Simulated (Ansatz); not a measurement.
BN in the rocksalt structure was relaxed with r2SCAN, strained in 2 ways (changes of length per length), its atoms relaxed again with r2SCAN, and run with PBE in Ansatz 0.2.0. All values are calculated for a non-magnetic cell, which may be hypothetical.

Uniaxial +3.56 % along [111], other directions held. Input:
```yaml
crystal:
  lattice:
    - [0.0414342689, 1.7872602038, 1.7872602038]
    - [1.7872602038, 0.0414342689, 1.7872602038]
    - [1.7872602038, 1.7872602038, 0.0414342689]
  atoms:
    - { symbol: B, position: [0.0, 0.0, 0.0] }
    - { symbol: "N", position: [0.5, 0.5, 0.5] }
kpoints:
  mp_grid: { grid: [12, 12, 12] }
  band_path:
    path:
      - [0.0, 0.0, 0.0]
      - [0.5, 0.0, 0.5]
      - [0.625, 0.25, 0.625]
      - [0.375, 0.375, 0.75]
      - [0.5, 0.5, 0.5]
      - [0.5, 0.25, 0.75]
      - [0.0, 0.1666666667, -0.1666666667]
    npoints: 1
hamiltonian:
  xc: pbe
scf:
  occupations: { method: fermi_dirac, width: 0.02 }
  n_extra_bands: 4
output:
  forces: true
  stress: true
  eigenvalues: true
```

Main results, then levels in eV from the Fermi energy at the points of the path (names of the unstrained zone, bands numbered from 0):
```
Crystal: 2 atoms, lattice volume = 11.021 Å³
Basis set: ecut = 420 eV, 211 PW (Γ)
Symmetry: 12 space group operations
Space group: R-3m (ITA 166)
k-points: 189 of 1728
Free energy (F): -538.729456 eV
Fermi energy:    14.569624 eV
--- Stress (GPa, compression-positive) ---
       -8.667930     -14.134797     -14.134797
      -14.134797      -8.667930     -14.134797
      -14.134797     -14.134797      -8.667930
  P = ⅓ Tr σ = -8.6679 GPa (-86.679 kbar)
```
```tsv
point	band_0	band_1	band_2	band_3	band_4	band_5	band_6
Γ	-22.649	-2.033	-1.194	-1.194	7.772	11.034	11.034
X	-14.943	-12.110	-6.392	-5.719	0.355	8.325	13.447
U	-15.249	-10.933	-9.480	-4.533	2.710	10.338	11.612
K	-15.249	-10.933	-9.480	-4.533	2.710	10.338	11.612
L	-17.901	-13.194	-0.900	-0.900	4.956	4.956	6.976
W	-14.781	-9.811	-9.762	-7.410	6.191	6.895	13.210
(0,1/6,-1/6)	-20.600	-5.931	-4.621	-0.742	5.703	6.742	10.216
```

PBE gives an indirect gap of 0.72 eV, from Γ–K (0.44 of the way from Γ) to X; the least direct gap is 5.26 eV at L (0, 0, -1/2). (Of the valleys that strain may split, one alone was solved off the mesh, so this is an upper bound.) The mean pressure at these positions is -8.67 GPa, compression counted positive.

Isotropic +4.88 % on every length. These blocks change:
```yaml
crystal:
  lattice:
    - [0.0, 1.8310222406, 1.8310222406]
    - [1.8310222406, 0.0, 1.8310222406]
    - [1.8310222406, 1.8310222406, 0.0]
  atoms:
    - { symbol: B, position: [0.0, 0.0, 0.0] }
    - { symbol: "N", position: [0.5, 0.5, 0.5] }
```

```
Crystal: 2 atoms, lattice volume = 12.278 Å³
Basis set: ecut = 420 eV, 259 PW (Γ)
Symmetry: 48 space group operations
Space group: Fm-3m (ITA 225)
k-points: 72 of 1728
Free energy (F): -538.564676 eV
Fermi energy:    12.257518 eV
--- Stress (GPa, compression-positive) ---
      -38.801510       0.000000       0.000000
        0.000000     -38.801510       0.000000
        0.000000       0.000000     -38.801510
  P = ⅓ Tr σ = -38.8015 GPa (-388.015 kbar)
```
```tsv
point	band_0	band_1	band_2	band_3	band_4	band_5	band_6
Γ	-20.814	-0.969	-0.969	-0.969	6.263	10.512	10.512
X	-14.079	-10.503	-5.057	-5.057	0.090	8.835	12.621
U	-14.224	-9.399	-8.207	-3.940	2.282	9.781	11.047
K	-14.224	-9.399	-8.207	-3.940	2.282	9.781	11.047
L	-16.290	-11.444	-0.679	-0.679	4.679	4.679	5.810
W	-13.917	-8.383	-8.383	-6.574	5.709	6.605	12.579
(0,1/6,-1/6)	-18.979	-5.419	-3.809	-0.118	5.909	6.701	9.089
```

PBE gives an indirect gap of 0.21 eV, from Γ–K (0.44 of the way from Γ) to X; the least direct gap is 5.15 eV at X. The mean pressure is -38.80 GPa (compression positive), so PBE would shrink the cell's volume.
